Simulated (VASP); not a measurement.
Input of a VASP 6.6.1 run:

POSCAR

```
GaAs
1.0
    0.0000000000      2.8268500000      2.8268500000
    2.8268500000      0.0000000000      2.8268500000
    2.8268500000      2.8268500000      0.0000000000
As Ga
1 1
Direct
    0.7500000000      0.7500000000      0.7500000000
    0.0000000000      0.0000000000      0.0000000000
```

Contents of INCAR.step1:

```
ALGO     = Normal         # electronic algorithm
EDIFF    = 1E-5           # SCF threshold, eV
ENCUT    = 600            # plane-wave cutoff, eV
GGA      = PE             # functional
ISMEAR   = -1             # smearing method
LASPH    = True           # aspherical terms in the spheres
LCHARG   = False          # write CHGCAR
LREAL    = False          # projectors in reciprocal space
LWAVE    = True           # write WAVECAR
NELM     = 100            # most SCF steps
PREC     = Accurate       # precision mode
SIGMA    = 0.05           # smearing width, eV
```

The input INCAR.step2:

```
ALGO     = Normal         # electronic algorithm
EDIFF    = 1E-7           # SCF threshold, eV
EDIFFG   = -0.01          # ionic threshold
ENCUT    = 600            # plane-wave cutoff, eV
GGA      = PS             # functional
HFSCREEN = 0.2            # screening, 1/A
IBRION   = 2              # ionic algorithm
ISIF     = 3              # what is computed and relaxed
ISMEAR   = -1             # smearing method
ISTART   = 1            
LASPH    = True           # aspherical terms in the spheres
LCHARG   = False          # write CHGCAR
LHFCALC  = True           # exact exchange
LREAL    = False          # projectors in reciprocal space
LWAVE    = False          # write WAVECAR
NELM     = 100            # most SCF steps
NSW      = 60             # ionic steps
PREC     = Accurate       # precision mode
PRECFOCK = Fast         
SIGMA    = 0.05           # smearing width, eV
```

File KPOINTS:

```
k-points
0
Gamma
  4 4 4
```

Potentials or basis: VASP PAW PBE potentials, release 64 (As, Ga_d).

Command:

```console
$ cat potpaw_PBE.64/As/POTCAR potpaw_PBE.64/Ga_d/POTCAR > POTCAR
$ cp INCAR.step1 INCAR
$ mpirun -np 1 vasp_std > vasp.out
$ cp INCAR.step2 INCAR
$ mpirun -np 1 vasp_std > vasp.out
```

**Question.** Estimate the relaxed volume.

**Answer.** 22.32 Å³/atom.

**Question.** Predict the space group after relaxing (to 0.05 Å).

**Answer.** F-43m (No. 216).

**Question.** Estimate the relaxed cell.

**Answer.** a = 3.982 Å, b = 3.982 Å, c = 3.982 Å, α = 60.00°, β = 60.00°, γ = 60.00°.

The path:
```csv
step,energy change (eV),largest force (eV/Å),pressure (GPa),volume (Å³)
1,0.0000,0.0000,-0.90,45.18
2,-0.0011,0.0000,0.54,44.35
3,-0.0016,0.0000,-0.01,44.64
```

Caveat: the k mesh is coarse (spacing up to 0.48 Å⁻¹), so the values aren't converged, least of all with exact exchange; the PAW data sets were made with another functional, which shifts forces and pressure a little.
